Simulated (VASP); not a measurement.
Here is a VASP 6.6.1 calculation.

File run.py:

```python
from ase.calculators.vasp import Vasp
from ase.dft.bandgap import bandgap
from ase.io import read

atoms = read('N.cif', primitive_cell=True, subtrans_included=False)
calc = Vasp(
    directory='calc',
    xc='rpbe',
    pp='PBE',
    setups='materialsproject',
    prec='Accurate',
    encut=520,
    ediff=1e-07,
    ismear=0,
    sigma=0.1,
    lreal=False,
    lasph=True,
    nelm=80,
    algo='Fast',
    isif=2,
    lwave=False,
    lcharg=True,
    lelf=True,
    lvhar=True,
    kpts=[5, 5, 5],
    gamma=True,
    nbands=30,
)
atoms.calc = calc

print('energy (eV):', atoms.get_potential_energy())
print('free energy (eV):', atoms.get_potential_energy(force_consistent=True))
print('forces (eV/A):')
print(atoms.get_forces())
print('stress (eV/A^3, Voigt):', atoms.get_stress())
print('Fermi level (eV):', calc.get_fermi_level())
gap, top, bottom = bandgap(calc)
print('band gap (eV):', gap, 'from (spin, k, band)', top, 'to', bottom)
```

File N.cif:

```cif
data_N
_cell_length_a 5.81510172
_cell_length_b 5.81510172
_cell_length_c 5.81510172
_cell_angle_alpha 90.00000000
_cell_angle_beta 90.00000000
_cell_angle_gamma 90.00000000
_space_group_name_H-M_alt 'P2_13'
_space_group_name_Hall 'P 2ac 2ab 3'
_space_group_IT_number 198
loop_
_space_group_symop_operation_xyz
'x,y,z'
'-x+1/2,-y,z+1/2'
'x+1/2,-y+1/2,-z'
'-x,y+1/2,-z+1/2'
'z,x,y'
'z+1/2,-x+1/2,-y'
'-z,x+1/2,-y+1/2'
'-z+1/2,-x,y+1/2'
'y,z,x'
'-y,z+1/2,-x+1/2'
'-y+1/2,-z,x+1/2'
'y+1/2,-z+1/2,-x'
loop_
_atom_site_label
_atom_site_type_symbol
_atom_site_symmetry_multiplicity
_atom_site_Wyckoff_symbol
_atom_site_fract_x
_atom_site_fract_y
_atom_site_fract_z
_atom_site_occupancy
N1 N 4 a 0.0458611400 0.4541388600 0.5458611400 1
N2 N 4 a 0.9360985600 0.5639014400 0.4360985600 1
```

Potentials or basis: VASP PAW PBE potentials, release 64 (N).

Launch:

```bash
$ python run.py
```

(1) Estimate the pressure.

(2) What does it give for the largest force?

(3) Predict the band gap on the k mesh.

Results:

(1) 2.6 GPa.

(2) 1.729 eV/Å.

(3) 7.48 eV, indirect (least direct gap 7.49 eV).

Caveat: the standard files for N, O and F lose accuracy on very short bonds; the PAW data sets were made with another functional, which shifts forces and pressure a little; an odd mesh through Γ misses points on the zone boundary, where band edges often lie.
